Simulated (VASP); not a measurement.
Runs of VASP 6.6.1 on GaCo. It takes space group Pm-3m (No. 221, cubic). The conventional cell has a = 2.897 Å, b = 2.897 Å, c = 2.897 Å, α = 90.00°, β = 90.00°, γ = 90.00°. Ga (site symmetry m-3m) is surrounded by 8 Co at 2.51 Å. Co (site symmetry m-3m) is surrounded by 8 Ga at 2.51 Å. 

```tsv
level	potentials or basis	spin	U	cell	smearing	gap on the mesh (eV)	pressure (GPa)	moment (μB)
r2SCAN+U	VASP PAW PBE potentials, release 64 (Ga_d, Co)	collinear, typed start	Co d U = 6.2 eV	Pm-3m, 12.16 Å³/atom	tetrahedron	none	(c)	1.93
PBEsol+D3(BJ)+U	VASP PAW PBE potentials, release 64 (Ga_d, Co)	collinear, typed start	Co d U = 5.0 eV	Pm-3m, 11.92 Å³/atom	fermi-dirac 0.05 eV	none	(a)	1.34
r2SCAN+U	VASP PAW PBE potentials, release 64 (Ga_d, Co)	collinear, typed start	Co d U = 6.2 eV	Pm-3m, 12.4 Å³/atom	tetrahedron	none	(b)	1.95
LDA+U	VASP PAW LDA potentials, release 64 (Ga_d, Co)	collinear, typed start	Co d U = 4.0 eV	Pm-3m, 11.92 Å³/atom	fermi-dirac 0.15 eV	none	-13.2	0.76
PBEsol+D3(BJ)+U	VASP PAW PBE potentials, release 64 (Ga_d, Co)	collinear, twin_end start	Co d U = 8.0 eV	Pm-3m, 11.92 Å³/atom	fermi-dirac 0.05 eV	none	15.1	1.95
PBE	VASP PAW PBE potentials, release 64 (Ga_d, Co)	collinear, typed start	-	volume scaled by 1.06	fermi-dirac 0.05 eV	none	-8.2	0.10
```

Alike in all rows: task single point; k mesh 9 × 9 × 9; cutoff (eV) 520.

**Question.** Estimate the missing entries.

**Answer.** (a) -1.7; (b) 16.8; (c) 20.0.

Caveats: the U is typed as a test and isn't derived for this compound (some runs); the PAW data sets were made with another functional, which shifts forces and pressure a little (some runs); tetrahedron occupations give inexact forces and stress in metals (some runs); pairwise dispersion overbinds metals, which lowers pressure and volume (some runs).

A k mesh can miss the band edges, and the runs leave out spin-orbit coupling on Ga.

A gap of «none» marks a metal or a gap under the smearing width.
